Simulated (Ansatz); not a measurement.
## MnO: levels along high-symmetry lines

```
Mn O
1.0
     3.37170    0.00000    0.00000
    -1.68585    2.91998    0.00000
     0.00000    0.00000    5.38550
Mn O
2 2
Cartesian
  0.0000 1.9467 0.0590
  1.6859 0.9733 2.7518
  0.0000 1.9467 2.0221
  1.6859 0.9733 4.7148
```

Atom numbers follow the list: Mn1, Mn2, O3, O4.

The cell comes from COD entry 4117966, which wasn't checked; take it as a given geometry.

Semilocal functionals without U often leave such compounds metallic or with too small a gap, and the real magnetic order may differ.

Runs of this kind can end on a higher state of the open shell or of the magnetic order, so this needn't be the ground state of the method.

Theory: Ansatz 0.2.0, DFT, PBE, all-electron LAPW, scalar-relativistic.

The runs use a Γ-centred 14×14×8 k mesh, Fermi–Dirac smearing of 0.05 eV, basis error target 0.5 meV/atom, spin-polarised from start moments Mn1 4, Mn2 4 μB, ending with a cell moment of 9.99 μB.

Points in fractions of the reciprocal vectors of this cell: Γ (0, 0, 0), M (0.5, 0, 0), K (0.333, 0.333, 0), A (0, 0, 0.5), L (0.5, 0, 0.5), H (0.333, 0.333, 0.5). The path joins them by straight lines in the order Γ–M–K–Γ–A–L–H–A–L; legs that retrace an earlier one aren't tabulated. Energies are in eV from the Fermi level.

Metal or insulator at this level of theory?

No gap opens: metallic or semimetallic.

Tabulate bands 22 to 27 of the spin-down channel, counted from the lowest band of the run, along the path.


| k (1/Å) | point | band 22 | band 23 | band 24 | band 25 | band 26 | band 27 |
| --- | --- | --- | --- | --- | --- | --- | --- |
| 0.00 | Γ | -4.98 | -4.77 | -4.77 | -0.11 | 0.96 | 0.96 |
| 0.27 |  | -4.96 | -4.93 | -4.76 | 0.45 | 0.75 | 0.93 |
| 0.54 |  | -5.02 | -4.93 | -4.74 | 0.27 | 0.70 | 1.05 |
| 0.81 |  | -4.98 | -4.90 | -4.72 | 0.18 | 0.52 | 1.32 |
| 1.08 | M | -4.97 | -4.89 | -4.71 | 0.41 | 0.45 | 1.24 |
| 1.23 |  | -4.98 | -4.93 | -4.77 | 0.43 | 0.45 | 1.10 |
| 1.39 |  | -5.11 | -4.98 | -4.93 | 0.37 | 0.55 | 0.87 |
| 1.54 |  | -5.31 | -5.10 | -5.02 | 0.32 | 0.65 | 0.72 |
| 1.70 | K | -5.45 | -5.08 | -5.08 | 0.31 | 0.68 | 0.68 |
| 2.01 |  | -5.20 | -5.13 | -4.90 | 0.26 | 0.46 | 1.20 |
| 2.32 |  | -5.07 | -4.98 | -4.78 | 0.37 | 0.43 | 1.13 |
| 2.63 |  | -4.98 | -4.96 | -4.76 | 0.59 | 0.76 | 0.79 |
| 2.94 | Γ | -4.98 | -4.77 | -4.77 | -0.11 | 0.96 | 0.96 |
| 3.09 |  | -4.97 | -4.78 | -4.78 | 0.05 | 1.00 | 1.00 |
| 3.23 |  | -4.96 | -4.81 | -4.81 | 0.48 | 1.11 | 1.11 |
| 3.38 |  | -4.93 | -4.85 | -4.85 | 1.01 | 1.26 | 1.26 |
| 3.52 | A | -4.89 | -4.89 | -4.89 | 1.44 | 1.44 | 1.44 |
| 3.79 |  | -4.97 | -4.88 | -4.88 | 1.30 | 1.30 | 1.43 |
| 4.06 |  | -5.05 | -4.85 | -4.85 | 1.03 | 1.03 | 1.46 |
| 4.33 |  | -5.01 | -4.82 | -4.82 | 0.89 | 0.89 | 1.60 |
| 4.60 | L | -4.98 | -4.81 | -4.81 | 0.91 | 0.91 | 1.52 |
| 4.75 |  | -5.09 | -4.75 | -4.75 | 0.87 | 0.87 | 1.48 |
| 4.91 |  | -5.29 | -4.69 | -4.69 | 0.75 | 0.75 | 1.47 |
| 5.06 |  | -5.52 | -4.65 | -4.65 | 0.63 | 0.63 | 1.48 |
| 5.22 | H | -5.65 | -4.64 | -4.64 | 0.58 | 0.58 | 1.48 |
| 5.53 |  | -5.36 | -4.69 | -4.69 | 0.73 | 0.73 | 1.49 |
| 5.84 |  | -5.12 | -4.81 | -4.81 | 0.99 | 0.99 | 1.39 |
| 6.15 |  | -4.99 | -4.87 | -4.87 | 1.28 | 1.28 | 1.40 |
| 6.46 | A | -4.89 | -4.89 | -4.89 | 1.44 | 1.44 | 1.44 |
